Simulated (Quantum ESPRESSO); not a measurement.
## TiTe in Quantum ESPRESSO: the effect of functional

TiTe:

```
Ti Te
1.0
     4.86799    0.00000    0.00000
     0.00000    4.86799    0.00000
     0.00000    0.00000    6.06066
Ti Te
2 2
Cartesian
  0.0000 2.4340 0.0000
  2.4340 0.0000 3.0303
  0.0000 0.0000 1.5152
  0.0000 0.0000 4.5455
```

The cell comes from a database or a generator and needn't be the stable form of this composition.

Alike in all runs:

* Program: Quantum ESPRESSO 7.5
* Task: single point
* Potentials or basis: Ansatz NC SR PBE
* Cutoff: 1156 eV
* Density cutoff: 4626 eV
* k mesh: 4 × 4 × 3
* Occupations: gaussian, width 0.05 eV
* Spin: collinear spin, antiferromagnetic start
* Starting moments: [2.0, -2.0, 0.0, 0.0] μB
* Hubbard terms: Ti d U = 2 eV

Task: One run gave: pressure 0.4 GPa; moment 0.00 μB. Which functional did it use?
A. PBE
B. RPBE
C. revPBE
D. PW91
E. PBEsol

Result: E.

```csv
functional,pressure (GPa),moment (μB)
PBEsol,0.4,0.00
PBE,2.3,0.00
revPBE,3.2,0.03
RPBE,3.6,0.02
PW91,2.3,0.00
```

Caveats: the U is typed as a test and isn't derived for this compound; the potentials were made for another functional, which shifts forces and pressure (some runs).
